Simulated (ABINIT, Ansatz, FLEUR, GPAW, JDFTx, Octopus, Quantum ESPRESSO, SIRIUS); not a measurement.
# WC: programs and potentials compared

```
CELL_PARAMETERS angstrom
0.00000 2.19268 2.19268
2.19268 0.00000 2.19268
2.19268 2.19268 0.00000
ATOMIC_POSITIONS crystal
W 0.98258 0.99518 0.00280
C 0.51745 0.50594 0.48678
```

The cell is a database's computed one, not the measured one.

Atoms were shifted at random by some hundredths of an Å from the given cell, which wasn't relaxed again for these runs.

Alike in all runs: task single point; functional PBEsol; k mesh 10 × 10 × 10; occupations fermi-dirac, width 0.05 eV; no spin polarisation; no spin-orbit coupling. Pressure is positive in compression and, in plane waves, holds the error of the finite cutoff.

| program and potentials | plane-wave cutoff (eV) | notes | band gap (eV) | pressure (GPa) | largest force (eV/Å) | energy over the undisturbed cell (meV/atom) |
| --- | --- | --- | --- | --- | --- | --- |
| Octopus, pseudodojo_pbesol (PseudoDojo 0.4, PBEsol) | - | - | no gap | - | 0.716 | 19.76 |
| JDFTx, PseudoDojo-SR-PBEsol-0.4.1-standard with smoothed tails | 1116 | - | no gap | -7.93 | 0.713 | 19.48 |
| SIRIUS, PseudoDojo 0.4.1 PBEsol standard (scalar relativistic) | 1127 | - | no gap | -7.92 | 0.713 | 19.48 |
| ABINIT, PseudoDojo NC SR PBEsol v0.4.1 standard | 1116 | - | no gap | -7.93 | 0.713 | 19.48 |
| Quantum ESPRESSO, GBRV 1.5 PBEsol | 762 | - | no gap | -7.51 | 0.726 | 19.82 |
| FLEUR, all-electron, FLAPW | - | - | no gap | - | 0.706 | 19.41 |
| GPAW, PAW data sets generated for this functional | 800 | - | no gap | -8.87 | 0.704 | 19.24 |
| Ansatz, all-electron LAPW, scalar-relativistic | - | - | no gap | -8.29 | 0.705 | - |

Force on atom 1 (W), eV/Å:

| program and potentials | x | y | z |
| --- | --- | --- | --- |
| Octopus, pseudodojo_pbesol (PseudoDojo 0.4, PBEsol) | -0.077 | 0.281 | 0.654 |
| JDFTx, PseudoDojo-SR-PBEsol-0.4.1-standard with smoothed tails | -0.077 | 0.280 | 0.652 |
| SIRIUS, PseudoDojo 0.4.1 PBEsol standard (scalar relativistic) | -0.077 | 0.280 | 0.652 |
| ABINIT, PseudoDojo NC SR PBEsol v0.4.1 standard | -0.077 | 0.280 | 0.652 |
| Quantum ESPRESSO, GBRV 1.5 PBEsol | -0.078 | 0.284 | 0.664 |
| FLEUR, all-electron, FLAPW | -0.076 | 0.277 | 0.644 |
| GPAW, PAW data sets generated for this functional | -0.076 | 0.277 | 0.643 |
| Ansatz, all-electron LAPW, scalar-relativistic | -0.076 | 0.277 | 0.644 |

None finds a gap. The pressure spans -8.87 (GPAW, PAW data sets generated for this functional) to -7.51 GPa (Quantum ESPRESSO, GBRV 1.5 PBEsol), with all-electron results at -8.29.

Differences between rows come from potentials, basis sets and numerical settings, since the functional is the same but for its coding. Runs on potential files found faulty are left out.
